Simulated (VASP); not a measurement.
Method: revPBE GGA, VASP's PBE PAW potentials (set 64) (plane waves; VASP).

Input for VASP

### KPOINTS
```
Automatic
0
G
  7 7 7
0 0 0
```

**INCAR**
```
SYSTEM=BaF2
PREC=Accurate; ENCUT=520; LREAL=.FALSE.
LASPH=.TRUE.
EDIFF=1E-7; NELM=100; ALGO=Normal
LMAXMIX=4
ISMEAR=-5
GGA=RE
ISIF=2
LWAVE=.FALSE.; LCHARG=.TRUE.; LORBIT=11
NEDOS=601
LEFG=.TRUE.
```

File POSCAR:
```
BaF2
1
    0.0000000000     3.1836930821     3.1836930821
    3.1836930821     0.0000000000     3.1836930821
    3.1836930821     3.1836930821     0.0000000000
Ba F
1 2
Direct
  0.0000000000   0.0000000000   0.0000000000
  0.2500000000   0.2500000000   0.2500000000
  0.7500000000   0.7500000000   0.7500000000
```

POTCAR, in this order: Ba_sv F (PBE.64 set). Program: vasp_std.

Output

File OSZICAR:
```
       N       E                     dE             d eps       ncg     rms          rms(c)
DAV:   1     0.159048592408E+03    0.15905E+03   -0.13102E+04   640   0.138E+03
DAV:   2    -0.115074168402E+02   -0.17056E+03   -0.16812E+03   832   0.290E+02
DAV:   3    -0.180821000064E+02   -0.65747E+01   -0.65669E+01   824   0.667E+01
DAV:   4    -0.181964045518E+02   -0.11430E+00   -0.11428E+00   920   0.733E+00
DAV:   5    -0.182008540817E+02   -0.44495E-02   -0.44495E-02   792   0.103E+00    0.846E+00
DAV:   6    -0.163240662672E+02    0.18768E+01   -0.10461E+01   640   0.244E+01    0.398E+00
DAV:   7    -0.163420576043E+02   -0.17991E-01   -0.36904E-01   880   0.555E+00    0.201E+00
DAV:   8    -0.163941228894E+02   -0.52065E-01   -0.79209E-02   752   0.333E+00    0.283E-01
DAV:   9    -0.164106329620E+02   -0.16510E-01   -0.20639E-02   824   0.110E+00    0.164E-01
DAV:  10    -0.164152642520E+02   -0.46313E-02   -0.66471E-03   664   0.592E-01    0.352E-02
DAV:  11    -0.164152748817E+02   -0.10630E-04   -0.21781E-04   880   0.132E-01    0.133E-02
DAV:  12    -0.164153294149E+02   -0.54533E-04   -0.70576E-05   640   0.731E-02    0.582E-03
DAV:  13    -0.164153295778E+02   -0.16286E-06   -0.17366E-06   880   0.927E-03    0.265E-03
DAV:  14    -0.164153308730E+02   -0.12953E-05   -0.14509E-06   672   0.115E-02    0.591E-04
DAV:  15    -0.164153309636E+02   -0.90582E-07   -0.10064E-07   624   0.235E-03
   1 F= -.16415331E+02 E0= -.16415331E+02  d E =0.000000E+00
```

File OUTCAR:
```
------------------------ aborting loop because EDIFF is reached ----------------------------------------
  FORCE on cell =-STRESS in cart. coord.  units (eV):
  Direction    XX          YY          ZZ          XY          YZ          ZX
  --------------------------------------------------------------------------------------
  Total       -0.0142194     -0.0142194     -0.0142194      0.0000000     -0.0000000      0.0000000
  in kB       -0.3529949     -0.3529949     -0.3529949      0.0000000     -0.0000000      0.0000000
  external PRESSURE =      -0.3529949 kB  Pullay stress =       0.0000000 kB
  volume of cell :       64.54
      direct lattice vectors                 reciprocal lattice vectors
     0.000000000  3.183693082  3.183693082    -0.157050315  0.157050315  0.157050315
     3.183693082  0.000000000  3.183693082     0.157050315 -0.157050315  0.157050315
     3.183693082  3.183693082  0.000000000     0.157050315  0.157050315 -0.157050315
 POSITION                                       TOTAL-FORCE (eV/Angst)
 -----------------------------------------------------------------------------------
      0.00000      0.00000      0.00000        -0.000000      0.000000     -0.000000
      1.59185      1.59185      1.59185        -0.000000     -0.000000     -0.000000
      4.77554      4.77554      4.77554         0.000000      0.000000      0.000000
 -----------------------------------------------------------------------------------
    total drift:                                0.000000      0.000000      0.000000
  FREE ENERGIE OF THE ION-ELECTRON SYSTEM (eV)
  ---------------------------------------------------
  free  energy   TOTEN  =       -16.4153309636 eV

  energy  without entropy=      -16.4153309636  energy(sigma->0) =      -16.41533096

 total charge

# of ion       s       p       d       tot
------------------------------------------
    1        1.997   5.656   0.193   7.846
    2        1.736   4.361   0.000   6.097
    3        1.736   4.361   0.000   6.097
--------------------------------------------------
tot          5.468  14.379   0.193  20.040

 Electric field gradients after diagonalization (V/A^2)
 (convention: |V_zz| > |V_xx| > |V_yy|)
----------------------------------------------------------------------
 ion       V_xx      V_yy      V_zz     asymmetry (V_yy - V_xx)/ V_zz
----------------------------------------------------------------------
   1      -0.000    -0.000     0.000       0.000
   2       0.005     0.005    -0.011       0.000
   3       0.005     0.005    -0.011       0.000
```
(Selected blocks of OUTCAR.)

OUTCAR:
```
 val. band max:       -2.2231636231   @ k =  -0.1429   0.1429   0.0000

 cond. band min:       4.4860012708   @ k =   0.0000   0.0000   0.0000


 Fermi energy:        -2.2061364686

 k-point     1 :       0.0000    0.0000    0.0000
  band No.  band energies     occupation
      1     -25.6358      2.00000
      2     -21.1527      2.00000
      3     -21.1247      2.00000
      4     -10.5702      2.00000
      5     -10.5702      2.00000
      6     -10.5702      2.00000
      7      -3.4633      2.00000
      8      -3.4633      2.00000
      9      -3.4633      2.00000
     10      -2.2552      2.00000
     11      -2.2551      2.00000
     12      -2.2551      2.00000
     13       4.4860      0.00000
     14       6.7126      0.00000
     15       6.7126      0.00000
     16       8.5678      0.00000

 k-point     2 :       0.1429    0.0000    0.0000
  band No.  band energies     occupation
      1     -25.6127      2.00000
      2     -21.1810      2.00000
      3     -21.1385      2.00000
      4     -10.5946      2.00000
      5     -10.5913      2.00000
      6     -10.5913      2.00000
      7      -3.3922      2.00000
      8      -3.3921      2.00000
      9      -3.2947      2.00000
     10      -2.3766      2.00000
     11      -2.2838      2.00000
     12      -2.2838      2.00000
     13       4.9051      0.00000
     14       6.7030      0.00000
     15       6.7030      0.00000
     16       8.3541      0.00000

 k-point     3 :       0.2857    0.0000    0.0000
  band No.  band energies     occupation
      1     -25.5594      2.00000
      2     -21.2462      2.00000
      3     -21.1719      2.00000
      4     -10.6443      2.00000
      5     -10.6378      2.00000
      6     -10.6378      2.00000
      7      -3.2368      2.00000
      8      -3.2368      2.00000
      9      -2.9096      2.00000
     10      -2.6063      2.00000
     11      -2.3407      2.00000
     12      -2.3407      2.00000
     13       5.8021      0.00000
...
```

Unless said otherwise, spin-orbit coupling is left out, though it shifts the bands of the heavy elements here.

The compound is BaF2 in the fluorite structure. It was relaxed first, which changed the volume by +8 %.
